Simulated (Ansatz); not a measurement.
ZnS (rocksalt), relaxed with r2SCAN: 9 runs in Ansatz 0.2.0, each a construction of maximally localised Wannier functions. Space group Fm-3m (No. 225), cubic; a = 5.062 Å in the conventional setting, 16.21 Å³ an atom. Zn is surrounded by 6 S at 2.53 Å; S is surrounded by 6 Zn at 2.53 Å. (Calculated; spin-unpolarised; the phase may be known or hypothetical.)

```
CELL_PARAMETERS angstrom
0.00000 2.53102 2.53102
2.53102 0.00000 2.53102
2.53102 2.53102 0.00000
ATOMIC_POSITIONS crystal
Zn 0.00000 0.00000 0.00000
S 0.50000 0.50000 0.50000
```

Windows count from the top of the filled bands, or the Fermi level where a functional gives no gap; a dash means that no such window was set (without an outer window there is no disentanglement). Rows marked drawn have settings drawn at random (some not listed).

| functional | SCF mesh | trial orbitals | functions | mesh | window (eV) | frozen (eV) | settings | Ω total (Å²) | Ω invariant (Å²) | largest spread (Å²) | least projectability | interpolation miss of the model's filled bands (eV, to the nearest computed level) |
| --- | --- | --- | --- | --- | --- | --- | --- | --- | --- | --- | --- | --- |
| PBE | 6×6×6 | Zn d, S p | 8 | 6×6×6 | – | – | chosen | 8.58 | 8.23 | 2.22 | 0.74 | 0.134 |
| PBE | 6×6×6 | Zn d | 5 | 6×6×6 | – | – | chosen | 5.91 | 5.59 | 1.53 | 0.51 | 0.181 |
| r2SCAN | 6×6×6 | S s, S p | 4 | 6×6×6 | – | – | chosen | 10.16 | 9.27 | 2.54 | 0.51 | 0.147 |
| r2SCAN | 6×6×6 | S p | 3 | 6×6×6 | – | – | chosen | 9.66 | 9.49 | 3.22 | 0.51 | 0.162 |
| r2SCAN | 6×6×6 | Zn d | 5 | 6×6×6 | – | – | chosen | 5.56 | 5.28 | 1.47 | 0.54 | 0.168 |
| HSE06 | 6×6×6 | S s, S p | 4 | 6×6×6 | – | – | chosen | 8.29 | 7.39 | 2.07 | 0.77 | – |
| PBE | 6×6×6 | Zn d | 5 | 6×6×6 | -25.7 to +11.8 | – | drawn | 1.49 | 1.49 | 0.30 | 0.98 | 0.106 |
| PBE | 6×6×6 | S p | 3 | 5×5×5 | – | – | drawn | 9.57 | 9.38 | 3.19 | 0.56 | 0.490 |
| PBE | 6×6×6 | Zn d, S p (loose tolerance) | 8 | 6×6×6 | – | – | drawn | 8.65 | 8.23 | 2.25 | 0.74 | 0.135 |
